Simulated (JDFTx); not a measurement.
# Pd (Fm-3m) in JDFTx: settings compared, part 2 of 2

JDFTx 1.7.0 (patched build).

### Step 3. Single point, PBE

Contents of Pd.in:

```
include Pd.lattice
coords-type Lattice
include Pd.ionpos

ion-species pseudo/Pd.upf
elec-cutoff 41
elec-ex-corr gga-PBE
kpoint-folding 12 12 12
elec-smearing Fermi 0.0018374661
elec-n-bands 15
electronic-SCF nIterations 100 energyDiffThreshold 1e-09
electronic-minimize nIterations 30 energyDiffThreshold 1e-7
converge-empty-states yes
forces-output-coords Cartesian

dump-name run.$VAR
dump End Ecomponents EigStats BandEigs Kpoints Forces Stress ElecDensity
```

Contents of Pd.lattice:

```
lattice \
    0.0000000000     3.6783519016     3.6783519016 \
    3.6783519016     0.0000000000     3.6783519016 \
    3.6783519016     3.6783519016     0.0000000000
```

Contents of Pd.ionpos:

```
ion Pd     0.0000000000     0.0000000000     0.0000000000 1
```

Potentials or basis: PseudoDojo-SR-PBE-0.4.1-standard with smoothed tails.

Run with:

```console
$ jdftx -c 1 -i Pd.in -o Pd.out
```

Run time: 28 s. Hardware: 1 thread of Arm Neoverse V2, shared host; peak memory 0.08 GiB.

The run converged. Its results:

```
Free energy            : -3492.6772 eV
Pressure               : 6.8 GPa
Band gap on the k mesh : none (metal or under the smearing width)
```

Levels at points of the mesh, in eV from the Fermi level:
```tsv
k point	band 6	band 7	band 8	band 9	band 10	band 11	band 12	band 13
(0.00, 0.00, 0.00)	-2.82	-2.82	-2.82	-1.21	-1.21	17.45	22.19	22.19
(0.00, 0.00, 0.50)	-2.87	-2.87	-0.01	-0.01	1.03	7.34	16.77	21.28
(0.00, 0.50, 0.50)	-5.09	-0.03	0.31	0.31	3.38	10.79	13.31	13.31
```

Caveat: this set's palladium file may shift the pressure by some GPa.

### Step 4. Single point, PBE, spin-orbit coupling, no magnetisation

Pd.in: that of step 3 with these lines changed.

```diff
@@ -9,4 +9,5 @@
 elec-smearing Fermi 0.0018374661
-elec-n-bands 15
-electronic-SCF nIterations 100 energyDiffThreshold 1e-09
+elec-n-bands 30
+spintype spin-orbit
+electronic-SCF nIterations 100 energyDiffThreshold 1e-08
 electronic-minimize nIterations 30 energyDiffThreshold 1e-7
```

Pd.lattice is that of step 3.

Pd.ionpos is that of step 3.

Potentials or basis: PseudoDojo-FR-PBE-0.4-standard with smoothed tails.

Run with:

```console
$ jdftx -c 1 -i Pd.in -o Pd.out
```

Run time: 1.7 min. Hardware: 1 thread of Arm Neoverse V2, shared host; peak memory 0.21 GiB.

It converged, with:

- Free energy: -3492.1872 eV
- Pressure: 7.3 GPa
- Band gap on the k mesh: none (metal or under the smearing width)

Levels at points of the mesh, in eV from the Fermi level:
```csv
k point,band 14,band 15,band 16,band 17,band 18,band 19,band 20,band 21,band 22,band 23
"(0.00, 0.00, 0.00)",-2.97,-2.66,-2.66,-1.19,-1.19,-1.19,-1.19,17.43,17.43,22.00
"(0.00, 0.00, 0.50)",-2.73,-0.11,-0.11,0.09,0.09,1.01,1.01,7.33,7.33,16.74
"(0.00, 0.50, 0.50)",-0.10,0.18,0.18,0.47,0.47,3.34,3.34,10.78,10.78,13.05
```

Caveat: this set's palladium file may shift the pressure by some GPa; the empty levels aren't tightly converged.

### Step 5. Relaxation of cell and atoms, LDA

Contents of Pd.in:

```
include Pd.lattice
coords-type Lattice
include Pd.ionpos

ion-species pseudo/Pd.upf
elec-cutoff 40
elec-ex-corr lda-PW
kpoint-folding 6 6 6
elec-smearing Fermi 0.0018374661
elec-n-bands 15
electronic-SCF nIterations 100 energyDiffThreshold 1e-09
electronic-minimize nIterations 30 energyDiffThreshold 1e-7
forces-output-coords Cartesian
lattice-minimize nIterations 40 energyDiffThreshold 1e-6

dump-name run.$VAR
dump End Ecomponents EigStats BandEigs Kpoints Forces Stress
```

Pd.lattice is that of step 4.

Pd.ionpos is that of step 4.

Potentials or basis: SG15-PBE-1.2 with smoothed tails.

Run with:

```console
$ jdftx -c 1 -i Pd.in -o Pd.out
```

It took 38 s on 1 thread of Arm Neoverse V2, shared host; peak memory 0.05 GiB.

The run converged. Its results:

```
Free energy                            : -3443.8701 eV
Relaxed volume                         : 14.03 Å³/atom
Relaxed cell                           : a = 2.707 Å, b = 2.707 Å, c = 2.707 Å, α = 60.00°, β = 60.00°, γ = 60.00°
Space group after relaxing (to 0.05 Å) : Fm-3m (No. 225)
Energy gained by relaxing              : 24.6 meV/atom
Ionic steps                            : 6
Pressure after relaxing                : 0.0 GPa
Band gap on the k mesh                 : none (metal or under the smearing width)
```

Step by step:
```
step  energy change (eV)  largest force (eV/Å)  pressure (GPa)  volume (Å³)
   1              0.0000                0.0000          -10.44        14.75
   2             -0.0123                0.0000           -7.64        14.53
   3             -0.0246                0.0000            0.44        14.01
   4             -0.0246                0.0000            0.00        14.03
   5             -0.0246                0.0000            0.00        14.03
   6             -0.0246                0.0000            0.00        14.03
```

Final structure:
```
Pd
1.0
     0.00000    1.91448    1.91448
     1.91448    0.00000    1.91448
     1.91448    1.91448    0.00000
Pd
1
Cartesian
  0.0000 0.0000 0.0000
```

Levels at points of the mesh, in eV from the Fermi level:
| k point | band 6 | band 7 | band 8 | band 9 | band 10 | band 11 | band 12 | band 13 |
| --- | --- | --- | --- | --- | --- | --- | --- | --- |
| (0.00, 0.00, 0.00) | -3.12 | -3.12 | -3.12 | -1.33 | -1.33 | 17.43 | 22.39 | 22.39 |
| (0.00, 0.00, 0.50) | -3.16 | -3.16 | -0.01 | -0.01 | 0.82 | 7.60 | 16.78 | 21.56 |
| (0.00, 0.50, 0.50) | -5.58 | -0.03 | 0.34 | 0.34 | 3.23 | 11.19 | 13.40 | 13.40 |

Caveat: the k mesh is coarse (spacing up to 0.47 Å⁻¹), so the values aren't converged; the potentials were made for another functional, which shifts forces and pressure.

### Step 6. Relaxation of cell and atoms, PBE

Pd.in: that of step 5 with these lines changed.

```diff
@@ -6,3 +6,3 @@
 elec-cutoff 40
-elec-ex-corr lda-PW
+elec-ex-corr gga-PBE
 kpoint-folding 6 6 6
```

Pd.lattice is that of step 5.

Pd.ionpos is that of step 5.

Potentials or basis: SG15-PBE-1.2 with smoothed tails.

Run with:

```console
$ jdftx -c 1 -i Pd.in -o Pd.out
```

Wall time 44 s (1 thread of Arm Neoverse V2, shared host); peak memory 0.05 GiB.

Results (log left out):

* Free energy: -3447.5878 eV
* Relaxed volume: 15.20 Å³/atom
* Relaxed cell: a = 2.780 Å, b = 2.780 Å, c = 2.780 Å, α = 60.00°, β = 60.00°, γ = 60.00°
* Space group after relaxing (to 0.05 Å): Fm-3m (No. 225)
* Energy gained by relaxing: 7.7 meV/atom
* Ionic steps: 6
* Pressure after relaxing: 0.0 GPa
* Band gap on the k mesh: none (metal or under the smearing width)

The path:
```
step  energy change (eV)  largest force (eV/Å)  pressure (GPa)  volume (Å³)
   1              0.0000                0.0000            5.69        14.75
   2             -0.0036                0.0000            4.07        14.87
   3             -0.0077                0.0000            0.35        15.17
   4             -0.0077                0.0000            0.05        15.19
   5             -0.0077                0.0000            0.00        15.20
   6             -0.0077                0.0000            0.00        15.20
```

Final structure:
```
Pd
1.0
     0.00000    1.96601    1.96601
     1.96601    0.00000    1.96601
     1.96601    1.96601    0.00000
Pd
1
Direct
  0.00000 0.00000 0.00000
```

Levels at points of the mesh, in eV from the Fermi level:
```
           k point  band 6  band 7  band 8  band 9  band 10  band 11  band 12  band 13
(0.00, 0.00, 0.00)   -2.67   -2.67   -2.67   -1.14    -1.14    17.52    22.09    22.09
(0.00, 0.00, 0.50)   -2.71   -2.71   -0.01   -0.01     1.19     7.14    16.84    21.06
(0.00, 0.50, 0.50)   -4.82   -0.03    0.29    0.29     3.47    10.52    13.23    13.23
```

Caveat: the k mesh is coarse (spacing up to 0.47 Å⁻¹), so the values aren't converged.

### Step 7. Summary

```tsv
task	level	potentials or basis	spin	cell	k mesh	cutoff (eV)	SCF threshold on the energy	further solve for the empty bands	mesh quality	gap on the mesh (eV)	pressure (GPa)	relaxed volume (Å³/atom)
relaxation of cell and atoms	PBE	Ansatz-NC-SR-PBE with smoothed tails	off	relaxed	12 × 12 × 12	1116	1e-09 Ha	no	not flagged	none	0.0	15.30
single point	PBE	PseudoDojo-SR-PBE-0.4.1-standard with smoothed tails	off	as given	12 × 12 × 12	1116	1e-09 Ha	yes	not flagged	none	6.8	-
single point	PBE	PseudoDojo-FR-PBE-0.4-standard with smoothed tails	SOC, no magnetisation	as given	12 × 12 × 12	1116	1e-08 Ha	yes	not flagged	none	7.3	-
relaxation of cell and atoms	LDA	SG15-PBE-1.2 with smoothed tails	off	relaxed	6 × 6 × 6	1088	1e-09 Ha	no	coarse	none	0.0	14.03
relaxation of cell and atoms	PBE	SG15-PBE-1.2 with smoothed tails	off	relaxed	6 × 6 × 6	1088	1e-09 Ha	no	coarse	none	0.0	15.20
```

Alike in all rows: smearing fermi-dirac 0.05 eV.

Caveats: some runs use coarse meshes; this set's palladium file may shift the pressure by some GPa (some runs); the empty levels aren't tightly converged (some runs); the potentials were made for another functional, which shifts forces and pressure (some runs).

Total energies depend on the potentials used, so only differences within one code and one set of settings carry meaning.
